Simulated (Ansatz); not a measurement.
# CaSe (Fm-3m) in Ansatz: notebook

The runs below take CaSe through band structure, single point, equation of state, with LDA.

Program: Ansatz 0.2.0. These are calculated values, not measurements. Logs are shortened: lines on timing, memory, paths and dates and some standing lists are left out, and cuts for length are marked.

**What was measured.**

A printed reference work, monograph, original work of 1988 reports, for a bulk crystal of CaSe at 2 K: band gap 3.85 eV (indirect).

The runs below are set against these values where they give the same quantity.

## 1. The crystal as given

It takes space group Fm-3m (No. 225, cubic). Conventional cell: a = 5.912 Å, b = 5.912 Å, c = 5.912 Å, α = 90.00°, β = 90.00°, γ = 90.00°. Se (site symmetry m-3m) is surrounded by 6 Ca at 2.96 Å. Ca (site symmetry m-3m) has 6 Se at 2.96 Å as nearest neighbours.

## 2. Band structure, LDA

File input.yaml:

```yaml
crystal:
  lattice:
    - [0.0, 2.956, 2.956]
    - [2.956, 0.0, 2.956]
    - [2.956, 2.956, 0.0]
  atoms:
    - { symbol: Se, position: [0.5, 0.5, 0.5] }
    - { symbol: Ca, position: [0.0, 0.0, 0.0] }
hamiltonian:
  xc: lda
  pseudopotentials: { kind: paw }
kpoints:
  mp_grid: { grid: [8, 8, 8] }
  band_path:
    path:
      - [[0.0, 0.0, 0.0], [0.5, 0.0, 0.5], [0.5, 0.25, 0.75], [0.375, 0.375, 0.75], [0.0, 0.0, 0.0], [0.5, 0.5, 0.5], [0.625, 0.25, 0.625], [0.5, 0.25, 0.75], [0.5, 0.5, 0.5], [0.375, 0.375, 0.75]]
      - [[0.625, 0.25, 0.625], [0.5, 0.0, 0.5]]
    npoints: 14
scf:
  occupations: { method: fermi_dirac, width: 0.05 }
  n_extra_bands: 6
output:
  forces: true
  stress: true
  eigenvalues: true
  fatbands: true
```

Potentials or basis: Ansatz PAW.

Run with:

```sh
$ ansatz run input.yaml --threads 2 --pin off --max-ram 5632MiB --backend cpu --events-out ev --progress --plain --runs-dir out
```

Standard output:

```text
Warning: RAYON_NUM_THREADS=2 ignored (pool sized by the plan → 2); use --threads N
scf.n_extra_bands = 6 over 13 filled bands (N_el = 26.0): the run solves 19 bands
Engine: ansatz 0.2.0, x86_64-unknown-linux-gnu
Pseudopotentials: kind: paw
Pseudopotential: Se, paw, valence charge 16, recommended cutoff 420 eV (normal), Se.paw.azcp
Pseudopotential: Ca, paw, valence charge 10, recommended cutoff 420 eV (normal), Ca.paw.azcp
Functional definition: SPW92
  exchange = slater_x
  correlation = pw_c
Crystal: 2 atoms, lattice volume = 51.659 Å³
Basis set: ecut = 420 eV, 965 PW (Γ)
Bands: 19, of which v1, the nominal top of the filled ones, is band 13 counted from 1 (12 counted from 0)
Symmetry: 48 space group operations
Space group: Fm-3m (ITA 225), of the structure as read, at distance tolerance 3.7e-5 Å
k-points: 29 of 512
Non-local potential: Se, projectors of the file, l = 0: 2, l = 1: 2, l = 2: 3, l = 3: 1
Non-local potential: Ca, projectors of the file, l = 0: 3, l = 1: 2, l = 2: 2
PAW form: soft (Blöchl's): semilocal exchange-correlation on the pseudo side does not see the compensation charge
PAW frozen core: Se, regenerated for the run's functional, and the local potential with it (the file was generated under x = pbe(κ = 0.804, μ = 0.2195149727645171), c = pbe(β = 0.06672455060314922))
PAW frozen core: Ca, regenerated for the run's functional, and the local potential with it (the file was generated under x = pbe(κ = 0.804, μ = 0.2195149727645171), c = pbe(β = 0.06672455060314922))
PAW one-centre angular grid: Se, 590 points (default); XC on 64 Gauss nodes
PAW one-centre angular grid: Ca, 110 points (default); XC on 64 Gauss nodes
Initial density: superposition of atomic densities (neutral atoms: chi_scale 0, normalization atom), corrected by the library's trained network
Initial wavefunctions: pseudopotential atomic-orbital guess
Functional: x = slater, c = lda
SCF iter   1: F=—  HF=-7160.061392 eV  |F-HF|=—  |Δ(HF+E_count)|=         —  Δρ=4.74e-3  dr2=6.11e-3  ethr=1.77e-3  ⟨swp⟩=7.3  Hψ=3226  notcnv=0  defer=2
preconditioner: auto → none  [insulator: Δε(μ)=1.859 eV  Ē_g=9.362 eV  σ=0.050 eV  W_gap=1.00  n_scr=14 (ndim 8)  ℏωp=14.6 eV  f_vac=0.000  D(μ)=0.00/eV (n_scr^D=0)  ε∞_Penn≈3.4]
SCF iter   2: F=—  HF=-7160.060102 eV  |F-HF|=—  |Δ(HF+E_count)|=   1.29e-3  Δρ=2.25e-3  dr2=1.32e-3  ethr=2.35e-5  ⟨swp⟩=2.9  Hψ=1137  notcnv=0  defer=38
SCF iter   3: F=—  HF=-7160.060040 eV  |F-HF|=—  |Δ(HF+E_count)|=   6.14e-5  Δρ=6.66e-4  dr2=2.78e-4  ethr=5.07e-6  ⟨swp⟩=2.0  Hψ=600  notcnv=0  defer=38
SCF iter   4: F=—  HF=-7160.059938 eV  |F-HF|=—  |Δ(HF+E_count)|=   1.03e-4  Δρ=1.41e-4  dr2=4.48e-6  ethr=1.07e-6  ⟨swp⟩=2.7  Hψ=830  notcnv=0  defer=38
SCF iter   5: F=—  HF=-7160.059937 eV  |F-HF|=—  |Δ(HF+E_count)|=   9.55e-7  Δρ=1.73e-5  dr2=8.44e-8  ethr=1.72e-8  ⟨swp⟩=2.0  Hψ=872  notcnv=0  defer=38
SCF iter   6: F=-7160.059937 eV  HF=-7160.059937 eV  |F-HF|=4.84e-9  |Δ(HF+E_count)|=   2.43e-8  Δρ=4.56e-6  dr2=7.17e-9  ethr=3.25e-10  ⟨swp⟩=5.4  Hψ=2648  notcnv=0
SCF 1 converged in 6 iterations: F = -7160.059937 eV  dr2 = 7.17e-9
NSCF: frozen V_eff on 142 k-points
SCF converged after 6 iterations
Free energy (F): -7160.059937 eV
Harris-Foulkes:  -7160.059937 eV  (|F-HF|=4.84e-9)
Internal energy: -7160.059937 eV  (E = F + TS)
E sigma→0 (E₀):  -7160.059937 eV
Fermi energy:    7.765890 eV
--- Per-component energies (eV) ---
  E_band       = -518.368425
  E_kinetic    = 398.233931
  E_local      = -3212.820891  (includes V_loc(G=0)·N_el)
  E_nonlocal   = -523.249765
  E_hartree    = 1470.609825
  E_xc         = -240.281709
  E_vxc        = -270.429082  (∫ρ·V_xc dr)
  E_paw        = -2642.616899  (= ΣΔE_a)
  E_vpaw       = 148.675041  (= ΣTr[D̂ρ^β])
  E_aug_tail   = -0.000603  (compensation charges beyond the density's cutoff)
  E_ewald      = -2412.434353
  E_core_change = 2.500528  (= ΣΔE_core)
  E_smearing   = -0.000000  (= −TS)
  E_closure    = -0.000000  (closes the sum)
  Σ components = -7160.059937   (vs F -7160.059937, Δ=0.00e0)
--- Forces (eV/Å), atoms counted from 1 ---
  atom   1  Se    -0.00000000     0.00000000     0.00000000
  atom   2  Ca    -0.00000000     0.00000000     0.00000000
  max |Σ_I F_I| component: 3.94e-30 eV/Å
--- Stress (GPa, compression-positive) ---
       -3.122274      -0.000000      -0.000000
        0.000000      -3.122274       0.000000
       -0.000000       0.000000      -3.122274
  P = ⅓ Tr σ = -3.1223 GPa (-31.223 kbar)
--- Band table (eV; the first three rows and the last of 29) ---
  k-point 0: bands = ["-39.2595", "-39.2595", "-39.2540", "-39.2540", "-39.2540", "-32.5406", "-13.7761", "-13.7761", "-13.7761", "-5.0458", "6.8274", "6.8274", "6.8274", "9.9220", "10.3837", "10.3837", "10.3837", "10.9921", "10.9921"]
  k-point 1: bands = ["-39.2595", "-39.2595", "-39.2540", "-39.2540", "-39.2540", "-32.5395", "-13.7944", "-13.7772", "-13.7772", "-4.9523", "6.0281", "6.5798", "6.5798", "10.2575", "10.5971", "10.5971", "10.9641", "11.4039", "11.4039"]
  k-point 2: bands = ["-39.2595", "-39.2595", "-39.2539", "-39.2539", "-39.2539", "-32.5369", "-13.8378", "-13.7801", "-13.7801", "-4.7154", "4.7722", "6.1087", "6.1087", "10.3889", "11.1157", "11.1157", "12.3926", "12.4052", "12.4052"]
  k-point 28: bands = ["-39.2597", "-39.2595", "-39.2539", "-39.2539", "-39.2538", "-32.5306", "-13.8373", "-13.8373", "-13.8181", "-4.3793", "4.8188", "4.8188", "5.1179", "11.0898", "11.0898", "11.9326", "12.4400", "12.7293", "15.3145"]
```

fatbands.tsv:

```text
# ik	k_distance	band	e_minus_ef	se0_l0_4S	se0_l1_4P	se0_l2_3D	ca1_l0_3S	ca1_l0_4S	ca1_l1_3P
# fermi_ev = 7.765890
# lock_threshold_ev = 1e-12
# [0, 0, 0] at k_distance = 0.000000
# [0.5, 0, 0.5] at k_distance = 1.062785
# [0.5, 0.25, 0.75] at k_distance = 1.594178
# [0.375, 0.375, 0.75] at k_distance = 1.969929
# [0, 0, 0] at k_distance = 3.097183
# [0.5, 0.5, 0.5] at k_distance = 4.017582
# [0.625, 0.25, 0.625] at k_distance = 4.668402
# [0.5, 0.25, 0.75] at k_distance = 5.044153
# [0.5, 0.5, 0.5] at k_distance = 5.795656
# [0.375, 0.375, 0.75] at k_distance = 6.446476
# [0.625, 0.25, 0.625] at k_distance = 6.446476
# [0.5, 0, 0.5] at k_distance = 6.822227
# jumps = 127
# n_points = 142
0	0.000000	0	-47.025399	0.000000	0.000000	0.999989	0.000000	0.000000	0.000000
0	0.000000	1	-47.025399	0.000000	0.000000	0.999989	0.000000	0.000000	0.000000
0	0.000000	2	-47.019859	0.000000	0.000000	0.999992	0.000000	0.000000	0.000000
0	0.000000	3	-47.019859	0.000000	0.000000	0.999992	0.000000	0.000000	0.000000
0	0.000000	4	-47.019859	0.000000	0.000000	0.999992	0.000000	0.000000	0.000000
0	0.000000	5	-40.306502	0.000280	0.000000	0.000000	0.985741	0.013938	0.000000
[... 2520 lines left out ...]
132	6.580673	17	4.834210	0.000000	0.006687	0.000000	0.000000	0.000000	0.000147
132	6.580673	18	4.946202	0.013827	0.012914	0.000002	0.000667	0.079022	0.000136
133	6.607512	0	-47.025599	0.00
```

It took 1.8 s on 2 threads of Intel Xeon 6975P-C (Granite Rapids), shared host; peak memory 0.36 GiB.

Results:

```
Free energy             : -7160.0599 eV
Pressure                : -3.1 GPa
Band gap on the k mesh  : 1.88 eV, indirect (least direct gap 2.82 eV)
Band gap along the path : 1.88 eV, indirect (least direct gap 2.82 eV)
```

Levels at the corners of the path, in eV from the valence-band top:
| point | band 10 | band 11 | band 12 | band 13 | band 14 | band 15 | band 16 | band 17 |
| --- | --- | --- | --- | --- | --- | --- | --- | --- |
| Γ | -11.87 | 0.00 | 0.00 | 0.00 | 3.09 | 3.56 | 3.56 | 3.56 |
| X | -11.30 | -2.55 | -0.94 | -0.94 | 1.88 | 4.85 | 4.94 | 5.90 |
| W | -11.21 | -2.01 | -2.01 | -1.71 | 4.26 | 4.26 | 5.11 | 5.61 |
| K | -11.22 | -2.28 | -2.09 | -1.13 | 3.13 | 5.54 | 5.57 | 5.58 |
| Γ | -11.87 | 0.00 | 0.00 | 0.00 | 3.09 | 3.56 | 3.56 | 3.56 |
| L | -11.17 | -3.34 | -1.22 | -1.22 | 4.37 | 5.33 | 5.35 | 5.35 |
| U | -11.22 | -2.28 | -2.09 | -1.13 | 3.13 | 5.54 | 5.57 | 5.58 |
| W | -11.21 | -2.01 | -2.01 | -1.71 | 4.26 | 4.26 | 5.11 | 5.61 |
| L | -11.17 | -3.34 | -1.22 | -1.22 | 4.37 | 5.33 | 5.35 | 5.35 |
| K | -11.22 | -2.28 | -2.09 | -1.13 | 3.13 | 5.54 | 5.57 | 5.58 |
| U | -11.22 | -2.28 | -2.09 | -1.13 | 3.13 | 5.54 | 5.57 | 5.58 |
| X | -11.30 | -2.55 | -0.94 | -0.94 | 1.88 | 4.85 | 4.94 | 5.90 |

Caveat: the PAW data sets come from PBE, with cores solved anew for the run's functional, which leaves a small shift of forces and pressure.

## 3. Single point, LDA, 24.28 Å³/atom (volume scaled by 0.94)

File input.yaml:

```yaml
crystal:
  lattice:
    - [0.0, 2.8956565374, 2.8956565374]
    - [2.8956565374, 0.0, 2.8956565374]
    - [2.8956565374, 2.8956565374, 0.0]
  atoms:
    - { symbol: Se, position: [0.5, 0.5, 0.5] }
    - { symbol: Ca, position: [0.0, 0.0, 0.0] }
hamiltonian:
  xc: lda
  pseudopotentials: { kind: paw }
kpoints:
  mp_grid: { grid: [8, 8, 8] }
scf:
  occupations: { method: fermi_dirac, width: 0.05 }
output:
  forces: true
  stress: true
  eigenvalues: true
```

Potentials or basis: Ansatz PAW.

Run with:

```sh
$ ansatz run input.yaml --threads 2 --pin off --max-ram 5632MiB --backend cpu --events-out ev --progress --plain --runs-dir out
```

Run time: 0.53 s. Hardware: 2 threads of Intel Xeon 6975P-C (Granite Rapids), shared host; peak memory 0.35 GiB.

Results (log left out):

| Quantity | Value |
| --- | --- |
| Free energy | -7160.0919 eV |
| Pressure | 0.0 GPa |
| Band gap on the k mesh | 1.72 eV, indirect (least direct gap 2.72 eV) |

Caveat: the PAW data sets come from PBE, with cores solved anew for the run's functional, which leaves a small shift of forces and pressure.

## 4. Single point, LDA, 24.80 Å³/atom (volume scaled by 0.96)

Changes to input.yaml since step 3:

```diff
@@ -2,5 +2,5 @@
   lattice:
-    - [0.0, 2.8956565374, 2.8956565374]
-    - [2.8956565374, 0.0, 2.8956565374]
-    - [2.8956565374, 2.8956565374, 0.0]
+    - [0.0, 2.9160491567, 2.9160491567]
+    - [2.9160491567, 0.0, 2.9160491567]
+    - [2.9160491567, 2.9160491567, 0.0]
   atoms:
@@ -19 +19,5 @@
   eigenvalues: true
+  write_density: true
+  write_potential: true
+  elf: true
+  volumetric_format: npy
```

Run with:

```sh
$ ansatz run input.yaml --threads 2 --pin off --max-ram 5632MiB --backend cpu --events-out ev --progress --plain --runs-dir out
```

Run time: 0.63 s. Hardware: 2 threads of Intel Xeon 6975P-C (Granite Rapids), shared host; peak memory 0.35 GiB.

It converged, with:

```yaml
Free_energy: -7160.0880 eV
Pressure: -1.2 GPa
Band_gap_on_the_k_mesh: 1.77 eV, indirect (least direct gap 2.75 eV)
```

Caveat: the PAW data sets come from PBE, with cores solved anew for the run's functional, which leaves a small shift of forces and pressure.

## 5. Single point, LDA, 25.31 Å³/atom (volume scaled by 0.98)

File input.yaml:

```yaml
crystal:
  lattice:
    - [0.0, 2.936160476, 2.936160476]
    - [2.936160476, 0.0, 2.936160476]
    - [2.936160476, 2.936160476, 0.0]
  atoms:
    - { symbol: Se, position: [0.5, 0.5, 0.5] }
    - { symbol: Ca, position: [0.0, 0.0, 0.0] }
hamiltonian:
  xc: lda
  pseudopotentials: { kind: paw }
kpoints:
  mp_grid: { grid: [8, 8, 8] }
scf:
  occupations: { method: fermi_dirac, width: 0.05 }
output:
  forces: true
  stress: true
  eigenvalues: true
```

Run with:

```sh
$ ansatz run input.yaml --threads 2 --pin off --max-ram 5632MiB --backend cpu --events-out ev --progress --plain --runs-dir out
```

It took 0.52 s on 2 threads of Intel Xeon 6975P-C (Granite Rapids), shared host; peak memory 0.34 GiB.

The run converged. Its results:

- Free energy: -7160.0771 eV
- Pressure: -2.2 GPa
- Band gap on the k mesh: 1.83 eV, indirect (least direct gap 2.79 eV)

Caveat: the PAW data sets come from PBE, with cores solved anew for the run's functional, which leaves a small shift of forces and pressure.

## 6. Single point, LDA, 25.83 Å³/atom

Changes to input.yaml since step 5:

```diff
@@ -2,5 +2,5 @@
   lattice:
-    - [0.0, 2.936160476, 2.936160476]
-    - [2.936160476, 0.0, 2.936160476]
-    - [2.936160476, 2.936160476, 0.0]
+    - [0.0, 2.956, 2.956]
+    - [2.956, 0.0, 2.956]
+    - [2.956, 2.956, 0.0]
   atoms:
```

Potentials or basis: Ansatz PAW.

Run with:

```sh
$ ansatz run input.yaml --threads 2 --pin off --max-ram 5632MiB --backend cpu --events-out ev --progress --plain --runs-dir out
```

It took 0.5 s on 2 threads of Intel Xeon 6975P-C (Granite Rapids), shared host; peak memory 0.34 GiB.

Results (log left out):

| Property | Result |
| --- | --- |
| Free energy | -7160.0599 eV |
| Pressure | -3.1 GPa |
| Band gap on the k mesh | 1.88 eV, indirect (least direct gap 2.82 eV) |

Caveat: the PAW data sets come from PBE, with cores solved anew for the run's functional, which leaves a small shift of forces and pressure.

## 7. Single point, LDA, 26.35 Å³/atom (volume scaled by 1.02)

Changes to input.yaml since step 6:

```diff
@@ -2,5 +2,5 @@
   lattice:
-    - [0.0, 2.956, 2.956]
-    - [2.956, 0.0, 2.956]
-    - [2.956, 2.956, 0.0]
+    - [0.0, 2.9755767295, 2.9755767295]
+    - [2.9755767295, 0.0, 2.9755767295]
+    - [2.9755767295, 2.9755767295, 0.0]
   atoms:
@@ -19 +19,5 @@
   eigenvalues: true
+  write_density: true
+  write_potential: true
+  elf: true
+  volumetric_format: npy
```

Run with:

```sh
$ ansatz run input.yaml --threads 2 --pin off --max-ram 5632MiB --backend cpu --events-out ev --progress --plain --runs-dir out
```

Run time: 0.66 s. Hardware: 2 threads of Intel Xeon 6975P-C (Granite Rapids), shared host; peak memory 0.36 GiB.

Results (log left out):

* Free energy: -7160.0371 eV
* Pressure: -4.0 GPa
* Band gap on the k mesh: 1.92 eV, indirect (least direct gap 2.85 eV)

Caveat: the PAW data sets come from PBE, with cores solved anew for the run's functional, which leaves a small shift of forces and pressure.

## 8. Single point, LDA, 26.86 Å³/atom (volume scaled by 1.04)

File input.yaml:

```yaml
crystal:
  lattice:
    - [0.0, 2.9948991977, 2.9948991977]
    - [2.9948991977, 0.0, 2.9948991977]
    - [2.9948991977, 2.9948991977, 0.0]
  atoms:
    - { symbol: Se, position: [0.5, 0.5, 0.5] }
    - { symbol: Ca, position: [0.0, 0.0, 0.0] }
hamiltonian:
  xc: lda
  pseudopotentials: { kind: paw }
kpoints:
  mp_grid: { grid: [8, 8, 8] }
scf:
  occupations: { method: fermi_dirac, width: 0.05 }
output:
  forces: true
  stress: true
  eigenvalues: true
```

Run with:

```sh
$ ansatz run input.yaml --threads 2 --pin off --max-ram 5632MiB --backend cpu --events-out ev --progress --plain --runs-dir out
```

It took 0.56 s on 2 threads of Intel Xeon 6975P-C (Granite Rapids), shared host; peak memory 0.36 GiB.

The run converged. Its results:

- Free energy: -7160.0091 eV
- Pressure: -4.7 GPa
- Band gap on the k mesh: 1.96 eV, indirect (least direct gap 2.87 eV)

Caveat: the PAW data sets come from PBE, with cores solved anew for the run's functional, which leaves a small shift of forces and pressure.

## 9. Single point, LDA, 27.38 Å³/atom (volume scaled by 1.06)

Changes to input.yaml since step 8:

```diff
@@ -2,5 +2,5 @@
   lattice:
-    - [0.0, 2.9948991977, 2.9948991977]
-    - [2.9948991977, 0.0, 2.9948991977]
-    - [2.9948991977, 2.9948991977, 0.0]
+    - [0.0, 3.0139755031, 3.0139755031]
+    - [3.0139755031, 0.0, 3.0139755031]
+    - [3.0139755031, 3.0139755031, 0.0]
   atoms:
@@ -19 +19,5 @@
   eigenvalues: true
+  write_density: true
+  write_potential: true
+  elf: true
+  volumetric_format: npy
```

Potentials or basis: Ansatz PAW.

Run with:

```sh
$ ansatz run input.yaml --threads 2 --pin off --max-ram 5632MiB --backend cpu --events-out ev --progress --plain --runs-dir out
```

Run time: 0.64 s. Hardware: 2 threads of Intel Xeon 6975P-C (Granite Rapids), shared host; peak memory 0.36 GiB.

The run converged. Its results:

- Free energy: -7159.9767 eV
- Pressure: -5.4 GPa
- Band gap on the k mesh: 2.00 eV, indirect (least direct gap 2.79 eV)

Caveat: the PAW data sets come from PBE, with cores solved anew for the run's functional, which leaves a small shift of forces and pressure.

## 10. Equation of state, LDA

No new run: the results of the series are fitted here.

Results:

| Quantity | Value |
| --- | --- |
| Equilibrium volume | 24.28 Å³/atom (rough: see the caveat) |
| Bulk modulus | 57 GPa (rough) |

Energy against volume, from the lowest point:
```
volume (Å³/atom)  energy (meV/atom)
          24.280               0.00
          24.796               1.92
          25.313               7.36
          25.829              15.96
          26.346              27.39
          26.863              41.36
          27.379              57.60
```

Caveat: the minimum lies outside the volumes run.

## 11. Against experiment

Step 2. Measured gap of CaSe: 3.85 eV (indirect; 2 K; a printed reference work, monograph, original work of 1988). This calculation gives 1.88 eV (-1.97 eV). So large a miss can be the level of theory's own, or it may mean another phase, state or a wrong row. Spin-orbit coupling on Se is left out. The value is that of LDA, without temperature or zero-point motion. Semilocal functionals fall short of measured gaps as a rule.
